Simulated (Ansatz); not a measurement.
A calculation with Ansatz 0.2.0 of Yb (native input, structure typed inline):

File input.yaml:

```yaml
crystal:
  lattice:
    - [-2.151483, 2.151483, 2.151483]
    - [2.151483, -2.151483, 2.151483]
    - [2.151483, 2.151483, -2.151483]
  atoms:
    - { symbol: Yb, position: [0.0, 0.0, 0.0], spin: 1.0 }
hamiltonian:
  xc: lda
  pseudopotentials: { kind: paw }
  hubbard:
    sites: [{ species: Yb, l: f, u_eff: 7.0 }]
    projectors: all-electron-ortho-atomic
    double_counting: amf
magnetization:
  spin_polarized: true
kpoints:
  mp_grid: { grid: [9, 9, 9] }
scf:
  occupations: { method: fermi_dirac, width: 0.05 }
output:
  forces: true
  stress: true
  eigenvalues: true
```

Potentials or basis: Ansatz PAW.

Command:

```console
$ ansatz run input.yaml --threads 1 --pin off --max-ram 2560MiB --backend cpu --events-out ev --progress --plain --runs-dir out
```

This isn't the form of Yb at room conditions, which is fcc.

Question: Write the same calculation in another form: native input, Cartesian positions.

Answer: As run:

The input input.yaml:

```yaml
crystal:
  lattice:
    - [-2.151483, 2.151483, 2.151483]
    - [2.151483, -2.151483, 2.151483]
    - [2.151483, 2.151483, -2.151483]
  atoms:
    - { symbol: Yb, spin: 1.0, position_ang: [0.0, 0.0, 0.0] }
hamiltonian:
  xc: lda
  pseudopotentials: { kind: paw }
  hubbard:
    sites: [{ species: Yb, l: f, u_eff: 7.0 }]
    projectors: all-electron-ortho-atomic
    double_counting: amf
magnetization:
  spin_polarized: true
kpoints:
  mp_grid: { grid: [9, 9, 9] }
scf:
  occupations: { method: fermi_dirac, width: 0.05 }
output:
  forces: true
  stress: true
  eigenvalues: true
```

Potentials or basis: Ansatz PAW.

Run with:

```console
$ ansatz run input.yaml --threads 1 --pin off --max-ram 2560MiB --backend cpu --events-out ev --progress --plain --runs-dir out
```

Both were run:

|  | native input, structure typed inline | native input, Cartesian positions |
| --- | --- | --- |
| Pressure | -4.7 GPa | -4.7 GPa |
| Band gap on the k mesh | none (metal or under the smearing width) | none (metal or under the smearing width) |
| Net moment | 0.00 μB per cell | 0.00 μB per cell |
| Absolute moment | 0.00 μB per cell | 0.00 μB per cell |

Keys that steer only the numerical path or the files written may differ.

Caveat: the magnetic or orbital state may not be the lowest; spin-orbit coupling is left out, which moves the levels of the heavy elements; the PAW data sets come from PBE, with cores solved anew for the run's functional, which leaves a small shift of forces and pressure; the starting moments weren't kept.
